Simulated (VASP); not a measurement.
NbN, 2 atoms in the cell. Symmetry: Fm-3m, No. 225, cubic system. Conventional cell: a = 4.390 Å, b = 4.390 Å, c = 4.390 Å, α = 90.00°, β = 90.00°, γ = 90.00°. Nb (site symmetry m-3m) is surrounded by 6 N at 2.19 Å. N (site symmetry m-3m) is surrounded by 6 Nb at 2.19 Å. The cell was built by a generator and needn't be a form met in nature.

* Program: VASP 6.6.1
* Task: electrostatic potential
* Functional: PBE
* Potentials or basis: VASP PAW PBE potentials, release 64 (Nb_sv, N)
* Cutoff: 520 eV
* k mesh: 16 × 16 × 16
* Occupations: methfessel-paxton, width 0.1 eV
* Spin: no spin polarisation
* Further INCAR settings: ALGO = Normal; EDIFF = 1e-07

Potentials or basis: VASP PAW PBE potentials, release 64 (Nb_sv, N).

The run is started by

```console
$ cat potpaw_PBE.64/Nb_sv/POTCAR potpaw_PBE.64/N/POTCAR > POTCAR
$ mpirun -np 1 vasp_std > vasp.out
```

Hardware: 1 thread of Intel(R) Xeon(R) Platinum 8259CL CPU @ 2.50GHz (Skylake/Cascade Lake), on a shared host.

Task: How long does it take, and how much memory?

Result: It took 36 s on 1 thread of Intel(R) Xeon(R) Platinum 8259CL CPU @ 2.50GHz (Skylake/Cascade Lake), with other jobs on the host, peak memory 0.17 GiB. Counts: scf iterations 15, k points 145.
